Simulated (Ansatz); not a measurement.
# LiH: the cell at several levels of theory

Aim: relax LiH (zincblende) with PBE, r2SCAN, PBEsol, LDA and HSE06 and see how far the functionals disagree on the cell. This is a trial cell built on a prototype, not taken from a measured structure, and it needn't be the compound's ground state.

The runs shown are made with Ansatz 0.2.0. PAW datasets, plane waves, zero pressure. The calculation is spin-unpolarised, and the structure need not be a phase that has been made.

### Step 1. Starting point

This is the cell as the run starts from it, not yet at rest; its lengths are not the crystal's.

It is cubic, F-43m (No. 216); a = 3.418 Å in the conventional setting, 4.99 Å³ an atom. Around Li lie 4 H at 1.48 Å; around H lie 4 Li at 1.48 Å.

Coordinates:

```cif
data_structure
_symmetry_space_group_name_H-M 'P 1'
_symmetry_Int_Tables_number 1
_cell_length_a 2.4172
_cell_length_b 2.4172
_cell_length_c 2.4172
_cell_angle_alpha 60.000
_cell_angle_beta 60.000
_cell_angle_gamma 60.000
_cell_volume 9.99
loop_
_atom_site_label
_atom_site_type_symbol
_atom_site_fract_x
_atom_site_fract_y
_atom_site_fract_z
_atom_site_occupancy
Li1 Li 0.00000 0.00000 0.00000 1
H1 H 0.25000 0.25000 0.25000 1
```

### Step 2. PBE: cell and atoms

input.yaml reads:

```yaml
crystal:
  lattice:
    - [0.0, 1.7091877369, 1.7091877369]
    - [1.7091877369, 0.0, 1.7091877369]
    - [1.7091877369, 1.7091877369, 0.0]
  atoms:
    - { symbol: Li, position: [0.0, 0.0, 0.0] }
    - { symbol: H, position: [0.25, 0.25, 0.25] }
kpoints:
  mp_grid: { grid: [12, 12, 12] }
hamiltonian:
  xc: pbe
scf:
  occupations: { method: fermi_dirac, width: 0.02 }
relax:
  f_tol: 0.005
  cell: {}
output:
  write_density: true
  write_potential: true
  elf: true
  volumetric_format: npy
```

Launch:

```bash
$ ansatz run input.yaml --threads 2 --pin off --max-ram 2211MiB --backend cpu --events-out ev --progress --plain --runs-dir out
```

After this run come: r2SCAN: cell and atoms; Relaxing with PBEsol; Relaxation with LDA; Relaxing with HSE06.

**Question.** What will these runs give? Wanted: for each run, a; volume; space group; SCF geometries.

The runs gave:

```
 level  a (Å)  volume (Å³/atom)  space group  SCF geometries
   PBE  4.287             9.846        F-43m              11
r2SCAN  4.290             9.871        F-43m               3
PBEsol  4.258             9.647        F-43m               4
   LDA  4.181             9.135        F-43m               5
 HSE06  4.272             9.749        F-43m               4
```

The first relaxation changed the volume by +97.2 % from the start. The volume runs from LDA (least) to r2SCAN (most), a spread of 8.1 %, or 2.6 % in length if all axes shared it alike. LDA's volume lies 7.2 % below PBE's. The meshes differ: PBE 12×12×12, r2SCAN 10×10×10, PBEsol 10×10×10, LDA 10×10×10, HSE06 6×6×6.
